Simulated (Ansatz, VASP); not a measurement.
One calculation of Ag, two programs

File INCAR:

```
SYSTEM = Ag
  PREC = Accurate
  ENCUT = 520
  EDIFF = 1E-6
  ISMEAR = -1
  SIGMA = 0.05
  LREAL = .False.
  LASPH = .True.
  NELM = 80
  ALGO = Normal
  ISIF = 2
  LWAVE = .False.
  LCHARG = .False.
  NBANDS = 12
```

Contents of KPOINTS:

```
Automatic mesh
0
Gamma
  15 15 15
  0 0 0
```

The input POSCAR:

```
Ag
1.0
    0.0000000000      2.0431000000      2.0839620000
    2.0431000000      0.0000000000      2.0839620000
    2.0431000000      2.0431000000      0.0000000000
Ag
1
Direct
    0.0000000000      0.0000000000      0.0000000000
```

Input for Ansatz:

```yaml
crystal:
  lattice:
    - [0.0, 2.0431, 2.083962]
    - [2.0431, 0.0, 2.083962]
    - [2.0431, 2.0431, 0.0]
  atoms:
    - { symbol: Ag, position: [0.0, 0.0, 0.0] }
kpoints:
  mp_grid: { grid: [15, 15, 15] }
  band_path:
    path:
      - [0.0, 0.0, 0.0]
      - [0.0, 0.5, 0.5]
      - [0.25, 0.75, 0.5]
      - [0.0, 0.5, 0.0]
      - [0.0, 0.0, 0.0]
      - [0.5, 0.5, 0.0]
      - [0.3701460977, 0.6298539023, 0.0]
      - [-0.3701460977, 0.3701460977, 0.0]
      - [0.0, 0.0, 0.0]
    npoints: 5
scf:
  occupations: { method: fermi_dirac, width: 0.05 }
hamiltonian:
  xc: lda
  pseudopotentials: { kind: all_electron, lapw: { basis_error: 0.001 } }
output:
  forces: true
  stress: true
  eigenvalues: true
```

Change from the starting cell: zz strain of +2 %.

Alike in both runs: task single point; functional LDA; k mesh 15 × 15 × 15; occupations fermi-dirac, width 0.05 eV; no spin polarisation.

|  | VASP | Ansatz |
| --- | --- | --- |
| version | VASP 6.6.1 | Ansatz 0.2.0 |
| potentials or method | VASP PAW LDA potentials, release 64 (Ag) | all-electron LAPW, scalar-relativistic |
| plane-wave cutoff (eV) | 520 | see its input |

Ansatz gave:

* pressure (GPa): -9.2
* largest component of the traceless stress (GPa): 0.18

Task: Estimate VASP's values.

Result: Pressure (GPa): -9.0; largest component of the traceless stress (GPa): 0.17.

Ansatz ran all-electron here, so the differences hold the error of VASP's frozen core and of both bases.
